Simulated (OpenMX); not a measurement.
Here is an OpenMX 3.8.5 calculation.

File Zn.dat:

```
System.CurrrentDirectory             ./
System.Name                          Zn
DATA.PATH                            ./DFT_DATA13
level.of.stdout                      1
level.of.fileout                     0
Species.Number                       1
<Definition.of.Atomic.Species
  Zn  Zn6.0H-s3p2d2          Zn_PBE13H
Definition.of.Atomic.Species>

Atoms.Number                         1
Atoms.SpeciesAndCoordinates.Unit     FRAC
<Atoms.SpeciesAndCoordinates
    1  Zn   -0.0277730000    0.0115580000    0.0100190000  10.000 10.000
Atoms.SpeciesAndCoordinates>

Atoms.UnitVectors.Unit               Ang
<Atoms.UnitVectors
     0.0039870000    2.0045680000    1.9670160000
     1.9566530000   -0.0043170000    1.9753200000
     1.9274130000    1.9836310000    0.0249230000
Atoms.UnitVectors>

scf.XcType                           GGA-PBE
scf.SpinPolarization                 off
scf.ElectronicTemperature            580.226
scf.energycutoff                     500.0
scf.maxIter                          100
scf.EigenvalueSolver                 band
scf.Kgrid                            13 13 13
scf.Mixing.Type                      rmm-diisk
scf.Init.Mixing.Weight               0.05
scf.Min.Mixing.Weight                0.001
scf.Max.Mixing.Weight                0.3
scf.Mixing.History                   25
scf.Mixing.StartPulay                8
scf.criterion                        1.0e-8
scf.stress.tensor                    on
MD.Type                              nomd
```

Potentials or basis: OpenMX 2013 PBE set, Zn6.0H-s3p2d2, grid cutoff 500 Ry.

Run with:

```console
$ openmx Zn.dat -nt 1 > Zn.std
```

Question: Predict the band gap on the k mesh.

Answer: None (metal or under the smearing width).

Question: Predict the pressure.

Answer: 1.9 GPa.

Caveat: the basis of atomic orbitals isn't converged, which shifts pressures, moduli and gaps.
